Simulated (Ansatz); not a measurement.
# Electron scattering at the Σ9 (114) boundary in bcc Mo with Co (substitutional), part 2 of 2

How much does the Σ9 (114) boundary in bcc Mo with Co (substitutional) reflect electrons?

Ansatz 0.2.0; Ansatz plane-wave DFT, PBE, PAW files, collinear spin; relaxation of a bicrystal slab with its lowest layers held; PAW set soft_1 (the session's first sound run).

So far. Step 2 (Relaxing the bicrystal): The largest force component on a free atom ends at 0.022 eV/Å, under the tolerance of 0.03, after 10 steps.

### Step 3. Transmission across the boundary

Bulk layers of each grain are laid under and over the relaxed boundary, and a lead is named in the middle of each, away from the free faces. The mesh across the current, 16×16, is finer than the density's, because channels open and close sharply across the zone. Energies from -0.1 to 0.1 eV in steps of 0.05 eV are too few for the program's thermal sum, so it prints no conductance; for a metal the transmission near the Fermi level serves, at a fraction of the cost.

This step: Ansatz plane-wave DFT, PBE, PAW files, collinear spin; ballistic transport by layer matching (Landauer), zero bias; boundary relaxed in a short slab, bulk layers laid on; PAW set soft_1 (Ansatz 0.2.0).

System of this step: Σ9 (114) boundary in bcc Mo with Co (substitutional). The cell holds 56 atoms: 55 Mo and 1 Co. Its edges and angles: a = 5.219 Å, b = 4.451 Å, c = 48.833 Å, α = 90.0°, β = 90.0°, γ = 64.8°. It derives from Mo. Regions: lower grain, 23 atoms (23 Mo); boundary, 14 atoms (13 Mo and 1 Co); upper grain, 19 atoms (19 Mo). Vacuum lies along c.

input.yaml

```yaml
crystal:
  lattice:
    - [5.2187091076, 0.0, 0.0]
    - [1.8977124028, 4.0256559262, 0.0]
    - [0.0, 0.0, 48.8332118605]
  atoms:
    - { symbol: Mo, position: [-16.6666666671, 8.3333333335, 0.0819114666] }
    - { symbol: Mo, position: [-16.1111111115, 8.0555555557, 0.0971010268] }
    - { symbol: Mo, position: [-15.5555555559, 7.7777777779, 0.112290587] }
    - { symbol: Mo, position: [-15.0000000004, 7.5000000002, 0.1274801473] }
    - { symbol: Mo, position: [-14.4444444448, 7.2222222224, 0.1426697075] }
    - { symbol: Mo, position: [-13.8888888892, 6.9444444446, 0.1578592678] }
    - { symbol: Mo, position: [-13.3333333337, 6.6666666668, 0.173048828] }
    - { symbol: Mo, position: [-12.7777777781, 6.388888889, 0.1882383883] }
    - { symbol: Mo, position: [-12.2222222225, 6.1111111112, 0.2034279485] }
    - { symbol: Mo, position: [-11.666666667, 5.8333333335, 0.2186175088] }
    - { symbol: Mo, position: [-11.1111111114, 5.5555555557, 0.233807069] }
    - { symbol: Mo, position: [-10.5555555558, 5.2777777779, 0.2489966292] }
    - { symbol: Mo, position: [-10.0000000003, 5.0000000001, 0.2641861895] }
    - { symbol: Mo, position: [-9.4444444447, 4.7222222223, 0.2793757497] }
    - { symbol: Mo, position: [-8.8888888891, 4.4444444445, 0.29456531] }
    - { symbol: Mo, position: [-8.3333333335, 4.1666666668, 0.3097548702] }
    - { symbol: Mo, position: [-7.777777778, 3.888888889, 0.3249444305] }
    - { symbol: Mo, position: [-7.2222222224, 3.6111111112, 0.3401339907] }
    - { symbol: Mo, position: [-6.6666666668, 3.3333333334, 0.355323551] }
    - { symbol: Mo, position: [-6.1111111113, 3.0555555556, 0.3705131112] }
    - { symbol: Mo, position: [-5.5555555557, 2.7777777778, 0.3857026714] }
    - { symbol: Mo, position: [-5.0000000001, 2.5000000001, 0.4008922317] }
    - { symbol: Mo, position: [-4.4444444446, 2.2222222223, 0.4160817919] }
    - { symbol: Mo, position: [0.111111111, 0.9444444445, 0.4312713522] }
    - { symbol: Mo, position: [0.6651993102, 0.6674003449, 0.4459201598] }
    - { symbol: Mo, position: [0.2231985392, 0.3884007304, 0.4620455395] }
    - { symbol: Mo, position: [0.7686676425, 0.1156661788, 0.4767365343] }
    - { symbol: Mo, position: [0.3369430643, 0.8315284678, 0.4938137601] }
    - { symbol: Mo, position: [0.8906384726, 0.5546807637, 0.5045166838] }
    - { symbol: Mo, position: [0.4088999253, 0.2955500373, 0.5278637378] }
    - { symbol: Co, position: [-0.0317800793, 0.0158900397, 0.5305913339], spin: 2.0 }
    - { symbol: Mo, position: [0.8301654108, 0.5849172946, 0.5557973517] }
    - { symbol: Mo, position: [0.2967424698, 0.8516287651, 0.5682184147] }
    - { symbol: Mo, position: [0.734287509, 0.1328562455, 0.5841564292] }
    - { symbol: Mo, position: [0.1856445041, 0.4071777479, 0.5983216598] }
    - { symbol: Mo, position: [0.6234350422, 0.6882824789, 0.6142518008] }
    - { symbol: Mo, position: [0.0703482461, 0.964825877, 0.6294868888] }
    - { symbol: Mo, position: [-4.4852073095, 2.2426036547, 0.644676449] }
    - { symbol: Mo, position: [-5.0407628651, 2.5203814325, 0.6598660093] }
    - { symbol: Mo, position: [-5.5963184206, 2.7981592103, 0.6750555695] }
    - { symbol: Mo, position: [-6.1518739762, 3.0759369881, 0.6902451298] }
    - { symbol: Mo, position: [-6.7074295318, 3.3537147659, 0.70543469] }
    - { symbol: Mo, position: [-7.2629850873, 3.6314925437, 0.7206242503] }
    - { symbol: Mo, position: [-7.8185406429, 3.9092703214, 0.7358138105] }
    - { symbol: Mo, position: [-8.3740961985, 4.1870480992, 0.7510033708] }
    - { symbol: Mo, position: [-8.929651754, 4.464825877, 0.766192931] }
    - { symbol: Mo, position: [-9.4852073096, 4.7426036548, 0.7813824912] }
    - { symbol: Mo, position: [-10.0407628652, 5.0203814326, 0.7965720515] }
    - { symbol: Mo, position: [-10.5963184207, 5.2981592104, 0.8117616117] }
    - { symbol: Mo, position: [-11.1518739763, 5.5759369881, 0.826951172] }
    - { symbol: Mo, position: [-11.7074295319, 5.8537147659, 0.8421407322] }
    - { symbol: Mo, position: [-12.2629850875, 6.1314925437, 0.8573302925] }
    - { symbol: Mo, position: [-12.818540643, 6.4092703215, 0.8725198527] }
    - { symbol: Mo, position: [-13.3740961986, 6.6870480993, 0.887709413] }
    - { symbol: Mo, position: [-13.9296517542, 6.9648258771, 0.9028989732] }
    - { symbol: Mo, position: [-14.4852073097, 7.2426036548, 0.9180885334] }
magnetization:
  spin_polarized: true
kpoints:
  mp_grid: { grid: [6, 6, 1] }
hamiltonian:
  xc: pbe
  pseudopotentials: { kind: paw, azcp: { folder: soft_1 } }
scf:
  occupations: { method: fermi_dirac, width: 0.1 }
output:
  transmission:
    leads: [[12, 13], [45, 46]]
    kmesh: [16, 16]
    e_range: [-0.1, 0.1]
    de: 0.05
  write_potential: true
  write_density: true
  volumetric_format: npy
  elf: true
```

The run is started by

```sh
ansatz run input.yaml --threads 4 --pin off --max-ram 15360MiB --backend cpu --events-out ev --progress --plain --runs-dir out
```

Numbers of over 12 decimals in the logs are rounded to 6 here.

What it wrote:

```text
[...]
Crystal: 56 atoms, lattice volume = 1025.924 Å³
Basis set: ecut = 420 eV, 20151 PW (Γ)
Bands: 474, of which v1, the nominal top of the filled ones, is band 394 counted from 1 (393 counted from 0)
Symmetry: 2 space group operations
[...]
k-points: 13 of 36 (time reversal used)
[...]
Starting moments: Σ|m| = 2 μB on 1 of 56 sites
[...]
SCF iter   1: F=—  HF=-277738.565456 eV  |F-HF|=—  |Δ(HF+E_count)|=         —  Δρ=5.43e-2 (↑5.24e-2 ↓5.43e-2)  dr2=7.01e2  dr2_m=2.90e0  M=0.598 μB ∫|m|=0.863 μB  β_m=0.30  ethr=3.10e-3  ⟨swp⟩=6.2  Hψ=43380  notcnv=0
[...]
SCF iter  16: F=-277699.126866 eV  HF=-277699.126866 eV  |F-HF|=2.10e-8  |Δ(HF+E_count)|=   2.86e-8  Δρ=6.34e-7 (↑6.17e-7 ↓6.34e-7)  dr2=2.62e-8  dr2_m=4.60e-10  M=0.000 μB ∫|m|=0.000 μB  ethr=1.27e-11  ⟨swp⟩=8.6  Hψ=47828  notcnv=0
SCF 1 converged in 16 iterations: F = -277699.126866 eV  dr2 = 2.62e-8
[...]
WARN: the starting moments were not kept: the SCF closed with an absolute magnetisation of 3.4e-4 μB, where they sum to 2 μB in size (1 site). That is at most 0.1 of that sum. Measured as dr2_m measures the in/out step, that magnetisation stands 2.7e-9 eV from none, at or under the dr2_threshold of 1.0e-7 eV: it is no larger than a step whose dr2_m would equal this threshold. The system may hold no moment; this SCF s [...]
transmission: 920 of 9198 steps passed
transmission: 1841 of 9198 steps passed
[...]
transmission: 9198 of 9198 steps passed
WARN: The input density's exchange-correlation potential varies sharply where the density is thin. Do not read a vacuum level from v_tot or v_xc, or from such a field of the output density. On a cell that repeats whose density bears no net charge and no dipole along the vacuum's axis use v_es (v_loc + v_h of the components); under efield.dipole_correction with no amplitude use v_es + v_field, which holds any external [...]
SCF converged after 16 iterations
Magnetization: 0.0002 μB (393.5001 up, 393.4999 down)
Absolute magnetization: 0.0003 μB (∫|ρ↑−ρ↓|, with the PAW one-centre terms)
[...]
Per-site moments (μB) at R_I (Å): [(3.227863539054477e-5, 1.124220), (2.7584477322872263e-5, 1.124220), (-5.5717295063024116e-6, 1.124220), (-7.287341862315408e-6, 1.124220), (-1.8538555444847079e-6, 1.124220), (1.2981647255885276e-6, 1.124220), (5.180774316001454e-7, 1.124220), (-1.3275917672332706e-8, 1.124220), (2.8172243118547866e-7, 1.124220), (-2.102667941820172e-7, 1.124220), (-5.879931043460041e-7, 1.124220), [...]
Free energy (F): -277699.126866 eV
[...]
Internal energy: -277697.755204 eV  (E = F + TS)
E sigma→0 (E₀):  -277698.441035 eV
Entropy (-TS):   -1.371662 eV (-24.494 meV/atom)
Fermi energy:    17.297039 eV
[...]
--- Band table (eV; the first three rows and the last of 26) ---
  k-point 0 ↑: bands = [... 390 lower, 16.7094, 16.7361, 16.8060, 16.8216, 17.0091, 17.0697, 17.1775, 17.1812, ... 76 higher]
  k-point 1 ↑: bands = [... 390 lower, 16.8346, 16.9251, 16.9823, 17.0094, 17.0374, 17.0667, 17.1000, 17.1705, ... 76 higher]
  k-point 2 ↑: bands = [... 390 lower, 17.2071, 17.2405, 17.3366, 17.3998, 17.4096, 17.4787, 17.5068, 17.5528, ... 76 higher]
  k-point 12 ↓: bands = [... 390 lower, 17.6478, 17.7915, 17.8210, 17.8966, 17.9293, 18.0297, 18.0649, 18.0911, ... 76 higher]
--- Transmission ---
  basis      : 185 plane waves across, 63 finite elements along
  points     : 73, standing for a mesh of 16 x 16
  energies   : 5 from -0.100000 to 0.100000 eV about the Fermi level, 0.050000 eV apart; the leads are filled to 0.000000 eV, and channels, transmission and decay are at 0.000000 eV
  crystal 0  : Mo3, at the sites [12, 13], period 2.2253 Å, over 17.80 Å; its Hamiltonian steps by up to 24.0 meV
    offset         : up to 0.0000 Å between an atom of the period and one for which it stands
    channels       : 3.289062e0 up, 3.289062e0 down
    conductance    : none, the energies end too early or step too widely for 300 K: set another output.transmission.e_range or a lower de, or, where they end at an eighth of basis.ecutwfc, a higher one
[...]
channels       : 3.289062e0 up, 3.289062e0 down
[...]
junction   : crystal 0 to crystal 1, 12.86 to 35.98 Å
    transmission   : 1.453186e0 up, 1.453187e0 down
[...]
```

Elapsed: 43 min, on 4 threads of Arm Neoverse V1, shared host; peak memory 9.8 GiB.

Reading the cycles: dr2 is the Hartree energy of the density residual (eV), the measure of convergence; HF is the Harris–Foulkes estimate of the energy, which meets the free energy F at convergence.

Numbers from this step:

```yaml
free_energy: -277699.1269 eV
energy_at_zero_smearing: -277698.4410 eV
fermi_energy: 17.30 eV
cell_area: 21.01 Å²
transmission_spin_up: 1.453
transmission_spin_down: 1.453
open_channels_spin_up: 3.289
open_channels_upper_lead_spin_up: 3.289
open_channels_spin_down: 3.289
open_channels_upper_lead_spin_down: 3.289
step_of_the_lead_s_potential: 24 meV
step_of_the_upper_lead_s_potential: 23.3 meV
```

Per spin. Table of transmission, zone mean, T up = T down by energy, zero at the Fermi level:

```tsv
energy (eV)	transmission, zone mean, T up = T down
-0.1000	1.50
-0.0500	1.48
0.0000	1.45
0.0500	1.52
0.1000	1.55
```

Per spin. Open channels, zone mean against energy, zero at the Fermi level:

```tsv
energy (eV)	lead up	upper lead up	lead down	upper lead down
-0.1000	3.37	3.37	3.37	3.37
-0.0500	3.31	3.31	3.31	3.31
0.0000	3.29	3.29	3.29	3.29
0.0500	3.51	3.51	3.51	3.51
0.1000	3.59	3.59	3.59	3.59
```

Transmission over k1 and k2. At 0.0000 eV from the Fermi level, spin up.

Ten even steps from '0' (0.22) to '9' (3.25):
```
2456654231633613
7986897656212656
6633666433003346
3151321111111112
4334122220022221
2225321423241235
3355355533555355
3455566333665554
3553555335553553
2532142324123522
4122220022221433
3211111111123151
6643300334666336
7656212656798689
2316336132456654
2256465222564652
```
Columns: k1 (b1) from -0.5 to 0.438; rows upwards: k2 (b2) from -0.5 to 0.438.

Open channels over k1 and k2. At 0.0000 eV from the Fermi level, spin up.

Ten even steps from '0' (1.00) to '9' (6.00):
```
4666666464644646
8984898888424888
8844888844004488
4262442220002224
2222444420024444
2226442642462446
2246466622666464
2466666464666664
2464666226664642
2644264246244622
2444420024444222
4422200022244262
8884400448888448
8888424888898489
4646446464666666
6466666464666664
```
Columns: k1 (b1) from -0.5 to 0.438; rows upwards: k2 (b2) from -0.5 to 0.438.

Transmission over k1 and k2. At 0.0000 eV from the Fermi level, spin down.

Ten even steps from '_' (0.22) to '@' (3.25):
```
::==++****++==::--..**----**..--
##@@%%**%%@@##**++**::..::**++**
****----******==----____----==**
--..++..--::..................::
==----==..::::::::____::::::::..
::::::++--::..==::--::==..::--++
----++++--++++++----++++++--++++
--==++++++****------****++++++==
--++++--++++++----++++++--++++--
::++--::..==::--::==..::--++::::
==..::::::::____::::::::..==----
--::..................::--..++..
****==----____----==******----**
##**++**::..::**++**##@@%%**%%@@
::--..**----**..--::==++****++==
::::++**==**++::::::++**==**++::
```
Columns: k1 (b1) from -0.5 to 0.438; rows upwards: k2 (b2) from -0.5 to 0.438.

Open channels over k1 and k2. At 0.0000 eV from the Fermi level, spin down.

Ten even steps from '_' (1.00) to '@' (6.00):
```
==************==**==**====**==**
%%@@%%==%%@@%%%%%%%%==::==%%%%%%
%%%%====%%%%%%%%====____====%%%%
==::**::====::::::______::::::==
::::::::========::____::========
::::::**====::**==::==**::====**
::::==**==******::::******==**==
::==**********==**==**********==
::==**==******::::******==**==::
::**====::**==::==**::====**::::
::========::____::========::::::
====::::::______::::::====::**::
%%%%%%====____====%%%%%%%%====%%
%%%%%%%%==::==%%%%%%%%@@%%==%%@@
==**==**====**==**==************
**==**********==**==**********==
```
Columns: k1 (b1) from -0.5 to 0.438; rows upwards: k2 (b2) from -0.5 to 0.438.

ELF in the cb plane at fractional x = 0.959, with atoms of Mo and Co within 0.2 Å of it. It is the smooth field of the valence electrons, not physical close to the nuclei.

Values, 7 rows by 16 columns, each cell a mean:
```
0.60 0.32 0.31 0.33 0.29 0.22 0.32 0.28 0.35 0.34 0.27 0.28 0.34 0.44 0.33 0.36
0.28 0.30 0.29 0.30 0.40 0.33 0.30 0.27 0.27 0.26 0.38 0.34 0.32 0.28 0.32 0.29
0.34 0.55 0.50 0.38 0.32 0.33 0.48 0.49 0.29 0.46 0.32 0.23 0.36 0.34 0.65 0.40
0.31 0.57 0.56 0.35 0.29 0.30 0.58 0.56 0.30 0.62 0.32 0.24 0.34 0.34 0.62 0.42
0.33 0.39 0.35 0.38 0.39 0.37 0.32 0.33 0.30 0.25 0.35 0.29 0.37 0.32 0.46 0.32
0.42 0.31 0.31 0.23 0.34 0.23 0.33 0.27 0.26 0.34 0.33 0.32 0.28 0.31 0.33 0.30
0.69 0.31 0.29 0.52 0.29 0.32 0.29 0.29 0.54 0.31 0.25 0.27 0.47 0.57 0.27 0.43
```
Columns run along c (16.0 Å, from fractional 0.37 to 0.69 of the cell), rows up along b (4.5 Å). Atoms in or near the plane, at fractional coordinates: Mo at (0.40, 0.50), Co at (0.53, 0.02), Mo at (0.66, 0.52).

Valence density in the cb plane at fractional x = 0.959, with atoms of Mo and Co within 0.2 Å of it. It is the smooth field of the valence electrons, not physical close to the nuclei.

Values in e/Å³, 7 rows by 16 columns, each cell a mean:
```
 3  1  0  1  0  0  0  1  7  0  0  0  1  2  0  1
 0  1  0  0  0  0  0  0  0  0  0  0  0  0  1  0
 0  3  2  0  0  0  2  2  0  2  0  0  0  1  4  1
 0  4  3  0  0  0  3  3  1  2  1  0  0  1  6  2
 0  1  1  0  0  0  1  1  0  1  0  0  0  0  2  1
 1  0  0  1  0  0  0  1  2  0  0  0  1  1  0  1
 5  1  0  2  0  1  0  3 20  0  0  0  2  3  0  2
```
Columns run along c (16.0 Å, from fractional 0.37 to 0.69 of the cell), rows up along b (4.5 Å). Atoms in or near the plane, at fractional coordinates: Mo at (0.40, 0.50), Co at (0.53, 0.02), Mo at (0.66, 0.52).

Electrostatic potential energy in the cb plane at fractional x = 0.959, with atoms of Mo and Co within 0.2 Å of it. With pseudopotentials it is smooth inside the atoms' cores, unlike the true potential.

Ten even steps from '0' (-48 eV) to '9' (18 eV), each cell a mean:
```
10379998656899878999842259999889986325899963
55689999888999999999975689999999998667999987
98998899999999999998999999999999999999988899
99975458999999999755689987789999999999744589
99841016999999998510269974358998899998300169
99830005899999998300159862247998899997200059
99841016999999998510269974358998899998300169
99975458999999999755689987789999999999744589
98998899999999999998999999999999999999988899
55689999888999999999975689999999998667999987
10279998656899878999842259999889986325899963
00159997435898767899733348999889984113799851
```
Columns run along c (16.0 Å, from fractional 0.37 to 0.69 of the cell; values clipped at the 3rd and 97th percentile), rows up along b (4.5 Å). Atoms in or near the plane, at fractional coordinates: Mo at (0.40, 0.50), Co at (0.53, 0.02), Mo at (0.66, 0.52).

Nearest the Fermi level spin up passes 1.45 of 3.29 channels of the lower lead and spin down 1.45 of 3.29.

### Step 4. Specific resistance

This step: Ansatz plane-wave DFT, PBE, PAW files, collinear spin; ballistic transport by layer matching (Landauer), zero bias; specific resistance of the boundary; PAW set soft_1 (Ansatz 0.2.0).

This step gave:

```yaml
area_resistance: 1.013 fΩ m²
t_over_the_leads_mean_channel_count: 0.4395
spin_asymmetry_gamma: -1.19e-6 (R down - R up) / (R down + R up)
```

Averaged over the energies near the Fermi level, 43.9 % of the channels pass, which makes 1.01 fΩ m².

By hand, with means over the energies near the Fermi level: RA per spin = A (h/e²)(1/T − ½[1/N₁ + 1/N₂]); spin up: 21.01×10⁻²⁰ m² × 25 813 Ω × (1/1.500 − ½[1/3.413 + 1/3.413]) = 2.03 fΩ m²; spin down: 21.01×10⁻²⁰ m² × 25 813 Ω × (1/1.500 − ½[1/3.413 + 1/3.413]) = 2.03 fΩ m². The spins conduct in parallel, so 1/RA = 1/2.03 + 1/2.03 and RA = 1.01 fΩ m²; γ = (2.03 − 2.03)/(2.03 + 2.03) = 0.

### Step 5. Summary of results

```json
{"specific resistance of the boundary": "1.01 fΩ m²", "share of channels that pass": "0.439"}
```

The boundary has a specific resistance of 1.0 fΩ m². The boundary reflects 56 % of the channels; 1.0 fΩ m² is 10×10⁻¹² Ω·cm². That equals the resistance of 18 nm of bulk Mo at 300 K (measured 5.52 µΩ cm, CRC Handbook of Chemistry and Physics, 84th ed., 2003, Electrical Resistivity of Pure Metals). One Co in 21.0 Å² of boundary is a high coverage. Each plane of this narrow cell holds one atom, so the solute fills a whole plane. One starting structure was relaxed; another shift or atom count at the boundary may lie lower. One magnetic start was tried, and the two spins conduct in parallel without mixing.

[Logs are printed without paths, hosts, clocks, repeated set-up lines and the standing remarks that a program may print on its own settings, such as how far it seeks lower states.]

[Hosts, paths, dates, database ids (printed as entryN), source tags and the programs' standing remarks are cut or masked in the printed files.]
